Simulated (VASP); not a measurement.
Se:

```xyz
1
Lattice="1.9250 1.1114 0.8817 -1.9250 1.1114 0.8817 0.0000 -2.2228 0.8817" Properties=species:S:1:pos:R:3 pbc="T T T"
Se    0.0000    0.0000    0.0000
```

This isn't the form of Se at room conditions, which is trigonal, of chains.

```yaml
Program: VASP 6.6.1
Task: relaxation of cell and atoms
Functional: PBEsol
Potentials_or_basis: VASP PAW PBE potentials, release 64 (Se)
Cutoff: 600 eV
k_mesh: 15 × 15 × 13
Occupations: gaussian, width 0.03 eV
Spin: no spin polarisation
```

At the start: pressure 152.3 GPa; volume 11.32 Å³/atom.

Problem. Where does the relaxation end?

Solution. Over 27 steps the energy falls by 2686.4 meV/atom and the volume is 21.55 Å³/atom (+90.5 %); space group R-3m (No. 166, to 0.05 Å).

The path:
```
step  energy change (eV)  largest force (eV/Å)  pressure (GPa)  volume (Å³)
   1              0.0000                0.0000          152.30        11.32
   2             -0.9545                0.0000          -10.62        39.67
   3             -2.3501                0.0000           -4.46        20.60
   4             -2.3628                0.0000           -2.50        20.03
   5             -2.3681                0.0000            0.20        19.36
   6             -2.3677                0.0000           -0.63        19.55
   7             -2.4271                0.0000           -0.50        19.65
   8             -2.5960                0.0000            2.15        19.70
   9             -2.5747                0.0000           14.93        18.85
  10             -2.5917                0.0000           13.57        19.04
  11             -2.6311                0.0000            9.69        19.62
  12             -2.6640                0.0000            2.73        20.72
  13             -2.6640                0.0000            2.96        20.69
  14             -2.6661                0.0000            3.04        20.69
  15             -2.6707                0.0000            3.30        20.71
  16             -2.6754                0.0000            3.64        20.71
  17             -2.6734                0.0000            3.71        20.57
  18             -2.6814                0.0000            0.39        21.29
  19             -2.6814                0.0000            0.35        21.30
  20             -2.6820                0.0000            0.29        21.32
  21             -2.6834                0.0000            0.18        21.39
  22             -2.6852                0.0000            0.02        21.51
  23             -2.6855                0.0000           -0.57        21.72
  24             -2.6863                0.0000           -0.27        21.61
  25             -2.6863                0.0000           -0.33        21.63
  26             -2.6860                0.0000            0.69        21.39
  27             -2.6864                0.0000           -0.03        21.55
```

Final structure:
```yaml
crystal:
  lattice:
    - [1.99344, 1.15091, 1.56585]
    - [-1.99344, 1.15091, 1.56585]
    - [0.00000, -2.30183, 1.56585]
  atoms:
    - { symbol: Se, position: [0.00000, 0.00000, 0.00000] }
```

Caveat: the volume moved by over 15 % at a fixed basis, so the end points are rough; the PAW data sets were made with another functional, which shifts forces and pressure a little; the volume moved by +90 % from the deposited cell, more than functionals usually miss.
